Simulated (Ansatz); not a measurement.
TePb:

```
Pb Te
1.0
     0.00000    3.23100    3.23100
     3.23100    0.00000    3.23100
     3.23100    3.23100    0.00000
Pb Te
1 1
Direct
  0.00000 0.00000 0.00000
  0.50000 0.50000 0.50000
```

Base run:

| Item | Value |
| --- | --- |
| Program | Ansatz 0.2.0 |
| Functional | PBEsol |
| Potentials or basis | all-electron LAPW, scalar-relativistic |
| Cutoff | 179 eV |
| Density cutoff | 715 eV |
| Basis error allowed | 0.001 eV/atom |
| k mesh | 5 × 5 × 5 |
| Occupations | fermi-dirac, width 0.05 eV |
| Spin | no spin polarisation |

Its results: pressure -0.4 GPa.

Q: After a change of settings the same cell gave: pressure 2.1 GPa. Which change was it?
A. functional from PBEsol to RPBE; k mesh from 5 × 5 × 5 to 7 × 7 × 7
B. potentials or basis from all-electron LAPW, scalar-relativistic to all-electron PAW datasets made for the crystal; k mesh from 5 × 5 × 5 to 6 × 6 × 6
C. functional from PBEsol to PBE
D. functional from PBEsol to LDA; k mesh from 5 × 5 × 5 to 7 × 7 × 7

A: C.

PBE binds less tightly than PBEsol, so the same cell stands under more pressure.

Not every run made on this cell is shown here.
